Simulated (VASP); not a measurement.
A run of VASP 6.6.1:

The input INCAR:

```
SYSTEM = Al2GaN3
PREC     = Accurate       ! precision mode
ENCUT    = 520            ! plane-wave cutoff, eV
EDIFF    = 1E-6           ! SCF threshold, eV
ISMEAR   = 0              ! smearing method
SIGMA    = 0.03           ! smearing width, eV
LREAL    = .False.        ! projectors in reciprocal space
LASPH    = .True.         ! aspherical terms in the spheres
NELM     = 120            ! most SCF steps
ALGO     = Normal         ! electronic algorithm
ISIF     = 3              ! what is computed and relaxed
LWAVE    = .False.        ! write WAVECAR
LCHARG   = .False.        ! write CHGCAR
GGA      = PE             ! functional
IBRION   = 2              ! ionic algorithm
NSW      = 90             ! ionic steps
EDIFFG   = -0.01          ! ionic threshold
KPAR     = 4
```

Contents of KPOINTS:

```
regular mesh
0
Gamma
  12 12 12
  0 0 0
```

POSCAR

```
Al2GaN3
1.0
   -1.5740000000      1.5740000000      6.6700000000
    1.5740000000     -1.5740000000      6.6700000000
    1.5740000000      1.5740000000     -6.6700000000
Al Ga N
2 1 3
Direct
    0.6686656700      0.6686656700      0.0000000000
    0.3313343300      0.3313343300      0.0000000000
    0.0000000000      0.0000000000      0.0000000000
    0.7500000000      0.2500000000      0.5000000000
    0.0883808100      0.5883808100      0.5000000000
    0.4116191900      0.9116191900      0.5000000000
```

Potentials or basis: VASP PAW PBE potentials, release 64 (Al, Ga_d, N).

Command:

```bash
$ cat potpaw_PBE.64/Al/POTCAR potpaw_PBE.64/Ga_d/POTCAR potpaw_PBE.64/N/POTCAR > POTCAR
$ mpirun -np 4 vasp_std > vasp.out
```

Hardware: 4 MPI ranks on Intel(R) Xeon(R) 6975P-C (Granite Rapids), on a shared host.

Q: How long does it take, and how much memory?

A: Wall time 4.8 min on 4 MPI ranks on Intel(R) Xeon(R) 6975P-C (Granite Rapids), with other jobs on the host, peak memory 0.58 GiB a rank. Counts: scf iterations 28, k points 163, ion steps 4.
